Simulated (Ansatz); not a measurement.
PbF$_{2}$: energy along a strain

PbF$_{2}$, Fm-3m, a = 5.940 Å (as given, not relaxed at this level: -1.5 GPa). The structure is a COD entry; whether it is the stable form wasn't checked. Ansatz: PBEsol, PAW, 420 eV, Γ-centred 8×8×8 mesh on 3 atoms, Gaussian smearing 0.05 eV; no spin polarisation. Cell vectors (Å): 0.000 2.970 2.970; 2.970 0.000 2.970; 2.970 2.970 0.000. The cell is strained by x per cent times the pattern (0 0 0 0 1 0) in the order xx yy zz yz xz xy (engineering shears), with fractional coordinates held. y is the free energy over the start, V0 = 17.463 Å³/atom. Symmetry makes y even in x. Points with a strain past 8.5 % were computed too (2) and aren't used here.

```
x (%) y (meV/atom)
-5.00          3.92
 0.00          0.00
 1.25          0.29
 2.50          0.99
 3.75          2.22
 6.25          6.12
 7.50             ?
```

Fit y = c2 x² + c4 x⁴ to the other rows, get the stiffness along the pattern, and predict the missing energy.

Least squares on the rows shown. y = 0.1584 x² − 4.575×10⁻⁵ x⁴. The clamped-ion stiffness p·C·p = 2 × 1.584 eV × 160.2 / 17.463 Å³ = 29 GPa, which is C55 in these axes (C44 of the cubic crystal) (second derivative at the start, which stands under stress). At x = 7.50 the fit asked for gives 8.77 meV/atom. The run gave 8.85 meV/atom, so the fit is 0.08 meV/atom too low, a small miss on the scale of the series.

Spin–orbit coupling is left out, which can shift energies with elements as heavy as these.